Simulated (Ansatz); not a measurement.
# AlN: the cost of one run

Method: DFT PBE, scalar-relativistic, plane waves, PAW, in Ansatz 0.2.0.

2 further runs of the same task are left out: 2 set aside as unsound or not needed.

## Step 1: The structure to begin with

It takes space group F-43m (No. 216, cubic). Conventional cell: a = 4.403 Å, b = 4.403 Å, c = 4.403 Å, α = 90.00°, β = 90.00°, γ = 90.00°. Al (site symmetry -43m) has 4 N at 1.91 Å in its first shell of neighbours. N (site symmetry -43m) has 4 Al at 1.91 Å in its first shell of neighbours.

Coordinates:

```
Al N
1.0
     0.00000    2.20159    2.20159
     2.20159    0.00000    2.20159
     2.20159    2.20159    0.00000
Al N
1 1
Cartesian
  0.0000 0.0000 0.0000
  3.3024 3.3024 3.3024
```

It goes back to an entry of the Materials Project, which need not be the stable form.

This cell was relaxed beforehand with the same method: volume 10.67 Å³/atom, gap on the mesh 3.31 eV.

## Step 2: Zero of energy

Reference values: F = -924.2109 eV; pressure 0.01 GPa; largest force 0.000 eV/Å; gap on the mesh 3.31 eV. It was computed beforehand with the settings of the runs below.

## Step 3: Breaking the symmetry

All atoms moved at random, sigma 0.1 Å a component, cell strained at random, sigma 0.1. Displacements in the unstrained cell, with the mean shift removed:

```tsv
atom	ux (Å)	uy (Å)	uz (Å)
Al1	-0.121	-0.080	-0.091
N2	0.121	0.080	0.091
```

Strain (xx, yy, zz, yz, xz, xy; engineering shear): (-0.0832, -0.0188, 0.0298, -0.1741, 0.0050, 0.1002).

## Step 4: The disturbed cell, one point

File input.yaml:

```yaml
crystal:
  lattice:
    - [0.1157717734, 1.9684110059, 2.0755267804]
    - [2.0238507968, -0.0814220902, 2.2727206439]
    - [2.1286101825, 2.2703642551, -0.1861814758]
  atoms:
    - { symbol: Al, position: [-0.0111908501, -0.0300770952, -0.0250535999] }
    - { symbol: "N", position: [0.7611908501, 0.7800770952, 0.7750535999] }
basis:
  ecutwfc: 420
kpoints:
  mp_grid: { grid: [8, 8, 8] }
hamiltonian:
  xc: pbe
scf:
  occupations: { method: gaussian, width: 0.05 }
output:
  forces: true
  stress: true
  eigenvalues: true
```

Started as:

```sh
> ansatz run input.yaml --threads 2 --pin off --max-ram 5120MiB --backend cpu --events-out ev --progress --plain --runs-dir out
```

Q: Estimate wall time and peak memory on 2 threads of Intel Xeon 6975P-C (Granite Rapids), shared host.

About 1.2 s, with a peak of 0.36 GiB.
